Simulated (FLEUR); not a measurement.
**PbS (Galena) under changes of volume**

One of the cells (26.086 Å³/atom); the others are scaled copies at fixed shape and fractional positions:

```
Pb S
1.0
     0.00000    2.96575    2.96575
     2.96575    0.00000    2.96575
     2.96575    2.96575    0.00000
Pb S
1 1
Direct
  0.00000 0.00000 0.00000
  0.50000 0.50000 0.50000
```

```yaml
Program: FLEUR MaX-R8.1 (later development tree)
Functional: LDA
Potentials_or_basis: all-electron
Basis: FLAPW
Kmax: 4.54 1/bohr
k_mesh: 8 × 8 × 8
Occupations: fermi-dirac, width 0.05 eV
Spin: no spin polarisation
```

```tsv
volume (Å³/atom)	energy over the lowest point (meV/atom)	gap on the mesh (eV)
24.521	?	?
25.042	0.00	0.08
26.086	9.43	0.23
27.129	32.79	0.37
27.651	48.84	0.42
```

**Question.** What does the run at 24.521 Å³/atom give?

**Answer.** Energy over the lowest point 1.41 meV/atom; gap on the mesh 0.00 eV.

Worked out: A Birch-Murnaghan fit of order 2 (a polynomial in V^(-2/3)) to the other rows has its minimum at 24.95 Å³/atom, just outside them, with B0 = V·E''(V) = 64 GPa. It gives 1.48 meV/atom at 24.521 Å³/atom, against the run's 1.41.

Energies are extrapolated to zero smearing.

Caveats: spin-orbit coupling is left out, which as a rule narrows the gap of such compounds by several tenths of an eV.

A mesh can miss the band edges.
